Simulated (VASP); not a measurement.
# Pt (Im-3m) in VASP: further runs

The runs below take Pt through single point, with PBEsol, PBE.

All numbers are computed with VASP 6.6.1; they aren't measurements. Logs are shortened: lines on timing, memory, paths and dates and some standing lists are left out, and cuts for length are marked.

**1. The structure**

It takes space group Im-3m (No. 229, cubic). Conventional cell: a = 3.168 Å, b = 3.168 Å, c = 3.168 Å, α = 90.00°, β = 90.00°, γ = 90.00°. Pt (site symmetry m-3m) is surrounded by 8 Pt at 2.74 Å.

This isn't the form of Pt at room conditions, which is fcc.

**2. Single point, PBEsol**

INCAR

```
SYSTEM = Pt
  PREC = Accurate
  ENCUT = 520
  EDIFF = 1E-7
  ISMEAR = -1
  SIGMA = 0.05
  LREAL = .False.
  LASPH = .True.
  NELM = 100
  ALGO = Normal
  ISIF = 2
  LWAVE = .False.
  LCHARG = .True.
  GGA = PS
  LELF = .True.
  LVHAR = .True.
  NBANDS = 11
```

KPOINTS

```
Automatic mesh
0
Gamma
  12 12 12
  0 0 0
```

POSCAR

```
Pt
1.0
   -1.5842200000      1.5842200000      1.5842200000
    1.5842200000     -1.5842200000      1.5842200000
    1.5842200000      1.5842200000     -1.5842200000
Pt
1
Direct
    0.0000000000      0.0000000000      0.0000000000
```

Potentials or basis: VASP PAW PBE potentials, release 64 (Pt).

Command:

```bash
cat potpaw_PBE.64/Pt/POTCAR > POTCAR
mpirun -np 1 vasp_std > vasp.out
```

OUTCAR:

```text
SYSTEM = Pt
   PREC = Accurate
   ENCUT = 520
   EDIFF = 1E-7
   ISMEAR = -1
   LREAL = .False.
   LASPH = .True.
   NELM = 100
   ISIF = 2
   GGA = PS

 ion  position               nearest neighbor table
   1  0.000  0.000  0.000-

  LATTYP: Found a body centered cubic cell.
 ALAT       =     3.1684400000

  Lattice vectors:

 A1 = (  -1.5842200000,   1.5842200000,   1.5842200000)
 A2 = (   1.5842200000,  -1.5842200000,   1.5842200000)
 A3 = (   1.5842200000,   1.5842200000,  -1.5842200000)

Analysis of symmetry for initial positions (statically):
=====================================================================
 Subroutine PRICEL returns:
 Original cell was already a primitive cell.

 Routine SETGRP: Setting up the symmetry group for a
 body centered cubic supercell.

 Subroutine GETGRP returns: Found 48 space group operations
 (whereof 48 operations were pure point group operations)
 out of a pool of 48 trial point group operations.

The static configuration has the point symmetry O_h .

Analysis of symmetry for dynamics (positions and initial velocities):
=====================================================================
 Subroutine PRICEL returns:
 Original cell was already a primitive cell.

 Routine SETGRP: Setting up the symmetry group for a
 body centered cubic supercell.

 Subroutine GETGRP returns: Found 48 space group operations
 (whereof 48 operations were pure point group operations)
 out of a pool of 48 trial point group operations.

The dynamic configuration has the point symmetry O_h .

 Subroutine INISYM returns: Found 48 space group operations
 (whereof 48 operations are pure point group operations),
 and found     1 'primitive' translations

----------------------------------------------------------------------------------------

                                     Primitive cell

  volume of cell :      15.9040

  direct lattice vectors                    reciprocal lattice vectors
    -1.584220000  1.584220000  1.584220000     0.000000000  0.315612731  0.315612731
     1.584220000 -1.584220000  1.584220000     0.315612731  0.000000000  0.315612731
     1.584220000  1.584220000 -1.584220000     0.315612731  0.315612731  0.000000000

  length of vectors
     2.743949530  2.743949530  2.743949530     0.446343804  0.446343804  0.446343804

  position of ions in fractional coordinates (direct lattice)
     0.000000000  0.000000000  0.000000000

  ion indices of the primitive-cell ions
   primitive index   ion index
                 1           1

----------------------------------------------------------------------------------------

 KPOINTS: Automatic mesh

Automatic generation of k-mesh.
 Grid dimensions read from file:
 generate k-points for:   12   12   12

 Generating k-lattice:

  Cartesian coordinates                     Fractional coordinates (reciprocal lattice)
     0.000000000  0.026301061  0.026301061     0.083333333  0.000000000  0.000000000
     0.026301061  0.000000000  0.026301061     0.000000000  0.083333333  0.000000000
     0.026301061  0.026301061  0.000000000     0.000000000  0.000000000  0.083333333

  Length of vectors
     0.037195317  0.037195317  0.037195317

  Shift w.r.t. Gamma in fractional coordinates (k-lattice)
     0.000000000  0.000000000  0.000000000

 Subroutine IBZKPT returns following result:
 ===========================================

 Found     72 irreducible k-points:

 Following reciprocal coordinates:
            Coordinates               Weight
  0.000000  0.000000  0.000000      1.000000
  0.083333  0.000000  0.000000     12.000000
  0.166667  0.000000  0.000000     12.000000
  0.250000  0.000000  0.000000     12.000000
  0.333333  0.000000  0.000000     12.000000
  0.416667  0.000000  0.000000     12.000000
[... 16 lines left out ...]
  0.333333  0.083333  0.083333     24.000000
  0.416667  0.083333  0.083333     12.000000
 [... further k-points ...]
   k-points           NKPTS =     72   k-points in BZ     NKDIM =     72   number of bands    NBANDS=     11
   number of dos      NEDOS =    301   number of ions     NIONS =      1
   total plane-waves  NPLWV =   8000
   dimension x,y,z NGX =    20 NGY =   20 NGZ =   20
   dimension x,y,z NGXF=    40 NGYF=   40 NGZF=   40
   ions per type =               1
   NGX,Y,Z   is equivalent  to a cutoff of  12.12, 12.12, 12.12 a.u.
   NGXF,Y,Z  is equivalent  to a cutoff of  24.23, 24.23, 24.23 a.u.
 SYSTEM =  Pt
   PREC   = accura    normal or accurate (medium, high low for compatibility)
   ISTART =      0    job   : 0-new  1-cont  2-samecut
   ICHARG =      2    charge: 1-file 2-atom 10-const
   ISPIN  =      1    spin polarized calculation?
   LNONCOLLINEAR =      F non collinear calculations
   LSORBIT =      F    spin-orbit coupling
   LASPH  =      T    aspherical Exc in radial PAW
   ENCUT  =  520.0 eV  38.22 Ry    6.18 a.u.   5.10  5.10  5.10*2*pi/ulx,y,z
   NELM   =    100;   NELMIN=  2; NELMDL= -5     # of ELM steps
   EDIFF  = 0.1E-06   stopping-criterion for ELM
   LREAL  =      F    real-space projection
   EDIFFG = 0.1E-05   stopping-criterion for IOM
   NSW    =      0    number of steps for IOM
   IBRION =     -1    ionic relax: 0-MD 1-quasi-New 2-CG
   NFREE  =      0    steps in history (QN), initial steepest desc. (CG)
   ISIF   =      2    stress and relaxation
   ISYM   =      2    0-nonsym 1-usesym 2-fastsym
   POTIM  = 0.5000    time-step for ionic-motion
   TEBEG  =    0.0;   TEEND  =   0.0 temperature during run
   PSTRESS=    0.0 pullay stress
   NELECT =      10.0000    total number of electrons
   NUPDOWN=      -1.0000    fix difference up-down
   EMIN   =  10.00;   EMAX   =-10.00  energy-range for DOS
   EFERMI =   0.00;   METHOD = LEGACY
   ISMEAR =    -1;   SIGMA  =   0.05  broadening in eV -4-tet -1-fermi 0-gaus
   EFERMI_NEDOS =   21; number of points for ismear=-14 and -15
   IALGO  =     38    algorithm
   IMIX   =      4    mixing-type and parameters
     AMIX     =   0.40;   BMIX     =  1.00
     AMIX_MAG =   1.60;   BMIX_MAG =  1.00
  volume/ion in A,a.u.               =      15.90       107.33
  Fermi-wavevector in a.u.,A,eV,Ry     =   1.402510  2.650360 26.763132  1.967035
  Thomas-Fermi vector in A             =   2.525265
   LORBIT       =      0    0 simple, 1 ext, 2 COOP (PROOUT), +10 PAW based schemes
   GGA     = PS    functional components
   LHFCALC =     F    Hartree Fock is set to
   AEXX    =    0.0000 exact exchange contribution
   IVDW    =     0    specifies the selected vdW correction
   LEPSILON=     F    determine dielectric tensor
   LRPA    =     F    only Hartree local field effects (RPA)
 non-spin polarized calculation
  energy-cutoff  :      520.00
  volume of cell :       15.90
 maximum number of plane-waves:       442
   NGX = 11   NGY = 11   NGZ = 11

 number of electron      10.0000000 magnetization

 Free energy of the ion-electron system (eV)
  ---------------------------------------------------
  ext. energy  EPLUGINS =         0.00000000
  ---------------------------------------------------
  free energy    TOTEN  =        -6.84234764 eV

  energy without entropy =       -6.83604118  energy(sigma->0) =       -6.83919441

 E-fermi :   9.8345     XC(G=0): -13.3082

 val. band max:        9.7832448604   @ k =   0.5000   0.5000   0.4167
 cond. band min:       9.8708865039   @ k =  -0.4167  -0.4167   0.1667
 fundamental gap:      0.0876416435
 Fermi energy:         9.8344690287

 k-point     1 :       0.0000    0.0000    0.0000
  band No.  band energies     occupation
      1       0.4059      2.00000
      2       6.4509      2.00000
      3       6.4509      2.00000
      4       6.4509      2.00000
      5       8.9391      2.00000
      6       8.9391      2.00000
      7      26.9880      0.00000
      8      26.9880      0.00000
      9      26.9880      0.00000
     10      36.9138      0.00000
     11      36.9140      0.00000

 k-point     2 :       0.0833    0.0000    0.0000
  band No.  band energies     occupation
      1       0.6852      2.00000
      2       6.3425      2.00000
      3       6.4494      2.00000
      4       6.6744      2.00000
      5       8.8036      2.00000
      6       8.9468      2.00000
      7      27.1028      0.00000
      8      27.1772      0.00000
      9      27.3974      0.00000
     10      34.1493      0.00000
     11      34.6094      0.00000

 k-point     3 :       0.1667    0.0000    0.0000
  band No.  band energies     occupation
      1       1.4664      2.00000
      2       6.0583      2.00000
      3       6.4220      2.00000
      4       7.3210      2.00000
      5       8.5668      2.00000
      6       8.9770      2.00000
      7      26.8230      0.00000
      8      26.9919      0.00000
      9      28.5605      0.00000
     10      32.3457      0.00000
     11      32.5404      0.00000

 k-point     4 :       0.2500    0.0000    0.0000
  band No.  band energies     occupation
      1       2.5060      2.00000
      2       5.6950      2.00000
      3       6.4864      2.00000
      4       8.3117      2.00000
      5       8.5098      2.00000
      6       9.0408      2.00000
      7      24.2962      0.00000
      8      25.9143      0.00000
      9      30.2951      0.00000
     10      31.3198      0.00000
     11      32.3210      0.00000
[... 239 lines left out ...]
 k-point    22 :       0.2500    0.0833    0.0833
  band No.  band energies     occupation
      1       3.7563      2.00000
      2       5.3092      2.00000
      3       6.3280      2.00000
      4       8.7562      2.00000
      5       9.1330      2.00000
      6      10.7176      0.00000
      7      20.6907      0.00000
      8      24.2758      0.00000
      9      25.3990      0.00000
     10      31.1657      0.00000
     11      36.2554      0.00000

 k-point    23 :       0.3333    0.0833    0.0833
  band No.  band energies     occupation
      1       3.8750      2.00000
      2       5.1084      2.00000
      3       7.5530      2.00000
      4       8.8648      2.00000
      5       9.2366      1.99999
      6      12.2224      0.00000
      7      17.4894      0.00000
      8      23.3469      0.00000
      9      24.2375      0.00000
     10      32.9840      0.00000
     11      34.9815      0.00000

 k-point    24 :       0.4167    0.0833    0.0833
  band No.  band energies     occupation
      1       3.8456      2.00000
      2       5.0391      2.00000
      3       8.2950      2.00000
      4       8.8869      2.00000
      5       9.2740      1.99997
      6      13.2380      0.00000
      7      15.7578      0.00000
      8      23.0162      0.00000
      9      23.7279      0.00000
     10      33.8637      0.00000
     11      34.4649      0.00000

 [... further k-points ...]

------------------------ aborting loop because EDIFF is reached ----------------------------------------

  FORCE on cell =-STRESS in cart. coord.  units (eV):
  Direction    XX          YY          ZZ          XY          YZ          ZX
  --------------------------------------------------------------------------------------
  -------------------------------------------------------------------------------------
  Total       -1.1489838     -1.1489838     -1.1489838      0.0000000     -0.0000000      0.0000000
  in kB     -115.7492035   -115.7492035   -115.7492035      0.0000000     -0.0000000      0.0000000
  external PRESSURE =    -115.7492035 kB  Pullay stress =       0.0000000 kB

 VOLUME and BASIS-vectors are now :
 -----------------------------------------------------------------------------
  energy-cutoff  :      520.00
  volume of cell :       15.90
      direct lattice vectors                 reciprocal lattice vectors
    -1.584220000  1.584220000  1.584220000     0.000000000  0.315612731  0.315612731
     1.584220000 -1.584220000  1.584220000     0.315612731  0.000000000  0.315612731
     1.584220000  1.584220000 -1.584220000     0.315612731  0.315612731  0.000000000

 POSITION                                       TOTAL-FORCE (eV/Angst)
 -----------------------------------------------------------------------------------
      0.00000      0.00000      0.00000        -0.000000     -0.000000      0.000000
 -----------------------------------------------------------------------------------
    total drift:                                0.000000     -0.000000      0.000000

  FREE ENERGIE OF THE ION-ELECTRON SYSTEM (eV)
  ---------------------------------------------------
  free  energy   TOTEN  =        -6.8423476390 eV

  energy  without entropy=       -6.8360411789  energy(sigma->0) =       -6.83919441
```

Wall time 10 s (1 thread of Intel Xeon Platinum 8375C at 2.90GHz (Ice Lake), shared host); peak memory 0.13 GiB.

What came out:

```yaml
Free_energy: -6.8423 eV
Pressure: -11.6 GPa
Band_gap_on_the_k_mesh: none (metal or under the smearing width)
```

Caveat: the PAW data sets were made with another functional, which shifts forces and pressure a little. Spin-orbit coupling is left out, which matters for the levels of Pt.

(Part 1 of 3 ends here.)
